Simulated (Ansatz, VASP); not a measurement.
## BiTe in VASP and in Ansatz

File INCAR:

```
SYSTEM = BiTe
ALGO = Normal
EDIFF = 1E-6
ENCUT = 520
GGA = PE
ISIF = 2
ISMEAR = -1
LASPH = .TRUE.
LCHARG = .TRUE.
LELF = .TRUE.
LREAL = .FALSE.
LVHAR = .TRUE.
LWAVE = .FALSE.
NBANDS = 18
NELM = 100
PREC = Accurate
SIGMA = 0.1
```

File KPOINTS:

```
k-points
0
G
  9 9 9
  0 0 0
```

The input POSCAR:

```
BiTe
1.0
    0.0000000000      3.2350000000      3.1810833333
    3.2350000000      0.0000000000      3.1810833333
    3.2350000000      3.2350000000      0.0000000000
Bi Te
1 1
Direct
    0.0000000000      0.0000000000      0.0000000000
    0.5000000000      0.5000000000      0.5000000000
```

Input for Ansatz:

```yaml
crystal:
  lattice:
    - [0.0, 3.235, 3.181083333333333]
    - [3.235, 0.0, 3.181083333333333]
    - [3.235, 3.235, 0.0]
  atoms:
    - { symbol: Bi, position: [0.0, 0.0, 0.0] }
    - { symbol: Te, position: [0.5, 0.5, 0.5] }
basis:
  ecutwfc: 520.0
kpoints:
  mp_grid:
    grid: [9, 9, 9]
hamiltonian:
  xc: pbe
scf:
  occupations:
    method: fermi_dirac
    width: 0.1
output:
  stress: true
```

Alike in both runs: task single point; functional PBE; k mesh 9 × 9 × 9; occupations fermi-dirac, width 0.1 eV; no spin polarisation.

|  | VASP | Ansatz |
| --- | --- | --- |
| version | VASP 6.6.1 | Ansatz 0.2.0 |
| potentials or method | VASP PAW PBE potentials, release 64 (Bi_d, Te) | plane waves, PAW |
| plane-wave cutoff (eV) | 520 | 520 |
| valence electrons in the cell | 21 | 31 |

|  | VASP | Ansatz | Ansatz less VASP |
| --- | --- | --- | --- |
| pressure (GPa) | 1.6 | 1.7 | +0.07 |
| largest component of the traceless stress (GPa) | 1.01 | 1.01 | -0.001 |

The two sets of potentials don't hold the same shells in valence.
